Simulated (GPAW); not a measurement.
# GaSb: single point with PBE

**Measured values to compare with.**

From a printed reference work, data compilation, for a bulk crystal of GaSb at 4.2 K: band gap 0.811 eV (direct).

The system is GaSb.

```xyz
2
Lattice="0.0000 3.0590 3.0590 3.0590 0.0000 3.0590 3.0590 3.0590 0.0000" Properties=species:S:1:pos:R:3 pbc="T T T"
Sb    4.5885    4.5885    4.5885
Ga    0.0000    0.0000    0.0000
```

```yaml
Program: GPAW 26.7.0
Task: single point
Functional: PBE
Potentials_or_basis: GPAW PAW data sets (gpaw-data 1.2.1)
Cutoff: 600 eV
Basis: pw
k_mesh: 8 × 8 × 8
Occupations: gaussian, width 0.02 eV
Spin: no spin polarisation
```

* Pressure: 2.3 GPa
* Band gap on the k mesh: 0.09 eV, direct

Levels at points of the mesh, in eV from the valence-band top:
```
           k point  band 6  band 7  band 8  band 9  band 10  band 11  band 12  band 13
(0.00, 0.00, 0.00)  -11.44    0.00    0.00    0.00     0.09     2.82     2.82     2.82
(0.50, 0.50, 0.00)   -9.06   -6.76   -2.56   -2.56     0.94     1.28     8.75     8.75
(0.50, 0.50, 0.50)   -9.87   -6.33   -1.15   -1.15     0.44     3.79     3.79     6.51
```

Run time: 12 s on 1 thread of Arm Neoverse V2, on a shared host, peak memory 0.17 GiB.

Measured gap of GaSb: 0.811 eV (direct; 4.2 K; a printed reference work, data compilation). This calculation gives 0.09 eV (-0.72 eV). Spin-orbit coupling on Ga, Sb is left out. The value is that of PBE on a finite k mesh, which can miss the band edges, without temperature or zero-point motion. Semilocal functionals fall short of measured gaps as a rule.

Caveat: spin-orbit coupling is left out, which moves the levels of the heavy elements.
